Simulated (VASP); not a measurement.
# Ca (P6_3/mmc) in VASP: further runs

The runs below take Ca through single point, with PBE.

Program: VASP 6.6.1. These are calculated values, not measurements. Logs are shortened: lines on timing, memory, paths and dates and some standing lists are left out, and cuts for length are marked.

**1. The crystal as given**

Symmetry: P6_3/mmc, No. 194, hexagonal system. Conventional cell: a = 3.980 Å, b = 3.980 Å, c = 6.520 Å, α = 90.00°, β = 90.00°, γ = 120.00°. Around Ca (site symmetry -6m2) lie 12 Ca at 3.98 to 3.99 Å.

This isn't the form of Ca at room conditions, which is fcc.

**2. Single point, PBE**

Contents of INCAR:

```
  PREC = Low
  ENCUT = 460
  EDIFF = 1E-6
  ISMEAR = 1
  SIGMA = 0.1
  LREAL = F
  LASPH = T
  NELM = 100
  ALGO = Normal
  ISIF = 2
  LWAVE = F
  LCHARG = F
  GGA = PE
  NBANDS = 17
  ADDGRID = F
```

Contents of KPOINTS:

```
regular mesh
0
Gamma
  12 12 7
```

Contents of POSCAR:

```
Ca
1.0
    3.9800000000      0.0000000000      0.0000000000
   -1.9900000000      3.4467811071      0.0000000000
    0.0000000000      0.0000000000      6.5200000000
Ca
2
Direct
    0.6666666667      0.3333333333      0.7500000000
    0.3333333333      0.6666666667      0.2500000000
```

Potentials or basis: VASP PAW PBE potentials, release 64 (Ca_sv).

Run with:

```
$ cat potpaw_PBE.64/Ca_sv/POTCAR > POTCAR
$ mpirun -np 1 vasp_std > vasp.out
```

OUTCAR:

```text
PREC = Low
   ENCUT = 460
   EDIFF = 1E-6
   ISMEAR = 1
   LREAL = F
   LASPH = T
   NELM = 100
   ISIF = 2
   GGA = PE

 Found     76 irreducible k-points:

 Following reciprocal coordinates:
            Coordinates               Weight
  0.000000  0.000000  0.000000      1.000000
  0.083333 -0.000000  0.000000      6.000000
  0.166667  0.000000  0.000000      6.000000
  0.250000  0.000000  0.000000      6.000000
  0.333333  0.000000  0.000000      6.000000
  0.416667  0.000000  0.000000      6.000000
   k-points           NKPTS =     76   k-points in BZ     NKDIM =     76   number of bands    NBANDS=     17
   number of dos      NEDOS =    301   number of ions     NIONS =      2
   total plane-waves  NPLWV =  20736
   dimension x,y,z NGX =    24 NGY =   24 NGZ =   36
   dimension x,y,z NGXF=    24 NGYF=   24 NGZF=   36
   ions per type =               2
   NGX,Y,Z   is equivalent  to a cutoff of  10.02, 10.02,  9.18 a.u.
   NGXF,Y,Z  is equivalent  to a cutoff of  10.02, 10.02,  9.18 a.u.
 SYSTEM =  unknown system
   PREC   = low       normal or accurate (medium, high low for compatibility)
   ISTART =      0    job   : 0-new  1-cont  2-samecut
   ICHARG =      2    charge: 1-file 2-atom 10-const
   ISPIN  =      1    spin polarized calculation?
   LNONCOLLINEAR =      F non collinear calculations
   LSORBIT =      F    spin-orbit coupling
   LASPH  =      T    aspherical Exc in radial PAW
   ENCUT  =  460.0 eV  33.81 Ry    5.81 a.u.   6.96  6.96 11.40*2*pi/ulx,y,z
   NELM   =    100;   NELMIN=  2; NELMDL= -5     # of ELM steps
   EDIFF  = 0.1E-05   stopping-criterion for ELM
   LREAL  =      F    real-space projection
   EDIFFG = 0.1E-04   stopping-criterion for IOM
   NSW    =      0    number of steps for IOM
   IBRION =     -1    ionic relax: 0-MD 1-quasi-New 2-CG
   NFREE  =      0    steps in history (QN), initial steepest desc. (CG)
   ISIF   =      2    stress and relaxation
   ISYM   =      2    0-nonsym 1-usesym 2-fastsym
   POTIM  = 0.5000    time-step for ionic-motion
   TEBEG  =    0.0;   TEEND  =   0.0 temperature during run
   PSTRESS=    0.0 pullay stress
   NELECT =      20.0000    total number of electrons
   NUPDOWN=      -1.0000    fix difference up-down
   EMIN   =  10.00;   EMAX   =-10.00  energy-range for DOS
   EFERMI =   0.00;   METHOD = LEGACY
   ISMEAR =     1;   SIGMA  =   0.10  broadening in eV -4-tet -1-fermi 0-gaus
   EFERMI_NEDOS =   21; number of points for ismear=-14 and -15
   IALGO  =     38    algorithm
   IMIX   =      4    mixing-type and parameters
     AMIX     =   0.40;   BMIX     =  1.00
     AMIX_MAG =   1.60;   BMIX_MAG =  1.00
  volume/ion in A,a.u.               =      44.72       301.79
  Fermi-wavevector in a.u.,A,eV,Ry     =   0.993657  1.877740 13.433783  0.987355
  Thomas-Fermi vector in A             =   2.125555
   LORBIT       =      0    0 simple, 1 ext, 2 COOP (PROOUT), +10 PAW based schemes
   GGA     = PE    functional components
   LHFCALC =     F    Hartree Fock is set to
   AEXX    =    0.0000 exact exchange contribution
   IVDW    =     0    specifies the selected vdW correction
   LEPSILON=     F    determine dielectric tensor
   LRPA    =     F    only Hartree local field effects (RPA)
 non-spin polarized calculation
 Methfessel and Paxton  Order N= 1 SIGMA  =   0.10
  energy-cutoff  :      460.00
  volume of cell :       89.44
 maximum number of plane-waves:      2019
   NGX = 13   NGY = 13   NGZ = 23

 number of electron      19.9999755 magnetization

 Free energy of the ion-electron system (eV)
  ---------------------------------------------------
  ext. energy  EPLUGINS =         0.00000000
  ---------------------------------------------------
  free energy    TOTEN  =        -3.84151606 eV

  energy without entropy =       -3.84310744  energy(sigma->0) =       -3.84204652

 E-fermi :   1.8060     XC(G=0):  -7.5573

 val. band max:        1.8050574161   @ k =   0.2500   0.0833   0.0000
 cond. band min:       1.8061232696   @ k =   0.3333   0.0000   0.0000
 fundamental gap:      0.0010658535
 Fermi energy:         1.8059841307

 k-point     1 :       0.0000    0.0000    0.0000
  band No.  band energies     occupation
      1     -40.4060      2.00000
      2     -40.3959      2.00000
      3     -21.4364      2.00000
      4     -21.3459      2.00000
      5     -21.3458      2.00000
      6     -21.3305      2.00000
      7     -21.3304      2.00000
      8     -21.3261      2.00000
      9      -2.1878      2.00000
     10       0.7537      2.00000
     11       1.5250      2.00052
     12       3.9690      0.00000
     13       3.9868      0.00000
     14       3.9869      0.00000
     15       4.2738      0.00000
     16       4.2740      0.00000
     17       4.6444      0.00000

 k-point     2 :       0.0833   -0.0000    0.0000
  band No.  band energies     occupation
      1     -40.4054      2.00000
      2     -40.3956      2.00000
      3     -21.4339      2.00000
      4     -21.3515      2.00000
      5     -21.3477      2.00000
      6     -21.3363      2.00000
      7     -21.3314      2.00000
      8     -21.3271      2.00000
      9      -2.0869      2.00000
     10       0.8533      2.00000
     11       1.5398      2.00109
     12       3.7427     -0.00000
     13       4.0589      0.00000
     14       4.1164      0.00000
     15       4.1856      0.00000
     16       4.3454      0.00000
     17       4.5658      0.00000

 k-point     3 :       0.1667    0.0000    0.0000
  band No.  band energies     occupation
      1     -40.4036      2.00000
      2     -40.3947      2.00000
      3     -21.4270      2.00000
      4     -21.3671      2.00000
      5     -21.3525      2.00000
      6     -21.3522      2.00000
      7     -21.3342      2.00000
      8     -21.3299      2.00000
      9      -1.7897      2.00000
     10       1.1364      2.00000
     11       1.5879      2.00853
     12       3.3731     -0.00000
     13       3.8914      0.00000
     14       4.2477      0.00000
     15       4.2713      0.00000
     16       4.3277      0.00000
     17       4.4095      0.00000

 k-point     4 :       0.2500    0.0000    0.0000
  band No.  band energies     occupation
      1     -40.4012      2.00000
      2     -40.3937      2.00000
      3     -21.4165      2.00000
      4     -21.3885      2.00000
      5     -21.3736      2.00000
      6     -21.3589      2.00000
      7     -21.3382      2.00000
      8     -21.3347      2.00000
      9      -1.3125      2.00000
     10       1.5441      2.00134
     11       1.6765      2.06954
     12       2.8965     -0.00000
     13       3.6038     -0.00000
     14       3.8935      0.00000
     15       4.2177      0.00000
     16       4.5761      0.00000
     17       4.6132      0.00000

 k-point     5 :       0.3333    0.0000    0.0000
  band No.  band energies     occupation
      1     -40.3986      2.00000
      2     -40.3928      2.00000
      3     -21.4101      2.00000
      4     -21.4043      2.00000
      5     -21.3946      2.00000
      6     -21.3652      2.00000
      7     -21.3422      2.00000
      8     -21.3412      2.00000
      9      -0.6846      2.00000
     10       1.8061      0.99764
     11       1.9357     -0.06944
     12       2.3270     -0.00000
     13       3.4590     -0.00000
     14       3.5273     -0.00000
     15       4.0553      0.00000
     16       4.8906      0.00000
     17       5.0732      0.00000

 k-point     6 :       0.4167    0.0000    0.0000
  band No.  band energies     occupation
      1     -40.3965      2.00000
      2     -40.3924      2.00000
      3     -21.4260      2.00000
      4     -21.4097      2.00000
      5     -21.3931      2.00000
      6     -21.3698      2.00000
      7     -21.3483      2.00000
      8     -21.3453      2.00000
      9       0.0455      2.00000
     10       1.6593      2.05821
     11       1.9507     -0.05982
     12       2.1333     -0.00004
     13       3.2211     -0.00000
     14       3.5336     -0.00000
     15       3.9477      0.00000
     16       5.2831      0.00000
     17       5.4854      0.00000

 [... further k-points ...]

------------------------ aborting loop because EDIFF is reached ----------------------------------------

  FORCE on cell =-STRESS in cart. coord.  units (eV):
  Direction    XX          YY          ZZ          XY          YZ          ZX
  --------------------------------------------------------------------------------------
  -------------------------------------------------------------------------------------
  Total       -0.4696931     -0.4696931     -0.5073635      0.0000000     -0.0000000      0.0000000
  in kB       -8.4135714     -8.4135714     -9.0883579      0.0000000     -0.0000000      0.0000000
  external PRESSURE =      -8.6385002 kB  Pullay stress =       0.0000000 kB

 VOLUME and BASIS-vectors are now :
 -----------------------------------------------------------------------------
  energy-cutoff  :      460.00
  volume of cell :       89.44
      direct lattice vectors                 reciprocal lattice vectors
     3.980000000  0.000000000  0.000000000     0.251256281  0.145062882  0.000000000
    -1.990000000  3.446781107  0.000000000     0.000000000  0.290125763  0.000000000
     0.000000000  0.000000000  6.520000000     0.000000000  0.000000000  0.153374233

 POSITION                                       TOTAL-FORCE (eV/Angst)
 -----------------------------------------------------------------------------------
      1.99000      1.14893      4.89000         0.000000     -0.000000      0.000000
     -0.00000      2.29785      1.63000        -0.000000      0.000000      0.000000
 -----------------------------------------------------------------------------------
    total drift:                                0.000000     -0.000000      0.000000

  FREE ENERGIE OF THE ION-ELECTRON SYSTEM (eV)
  ---------------------------------------------------
  free  energy   TOTEN  =        -3.8415160610 eV

  energy  without entropy=       -3.8431074397  energy(sigma->0) =       -3.84204652
```

Run time: 18 s. Hardware: 1 thread of Intel Xeon 6975P-C (Granite Rapids), shared host; peak memory 0.17 GiB.

The run converged, but some of its settings lie outside the range that counts as converged, so its numbers aren't taken as properties of the crystal.

Results:

```yaml
Free_energy: -3.8415 eV
Pressure: -0.9 GPa
Band_gap_on_the_k_mesh: none (metal or under the smearing width)
```

**3. Single point, PBE**

Changes to INCAR since step 2:

```diff
@@ -1,2 +1,2 @@
-  PREC = Low
+  PREC = Normal
   ENCUT = 460
```

KPOINTS is that of step 2.

POSCAR is that of step 2.

Potentials or basis: VASP PAW PBE potentials, release 64 (Ca_sv).

Run with:

```
$ cat potpaw_PBE.64/Ca_sv/POTCAR > POTCAR
$ mpirun -np 1 vasp_std > vasp.out
```

Wall time 19 s (1 thread of Intel Xeon 6975P-C (Granite Rapids), shared host); peak memory 0.2 GiB.

These settings aren't checked as converged: the numbers below hold their error.

Results:

```
Free energy            : -3.8413 eV
Pressure               : -0.9 GPa
Band gap on the k mesh : none (metal or under the smearing width)
```
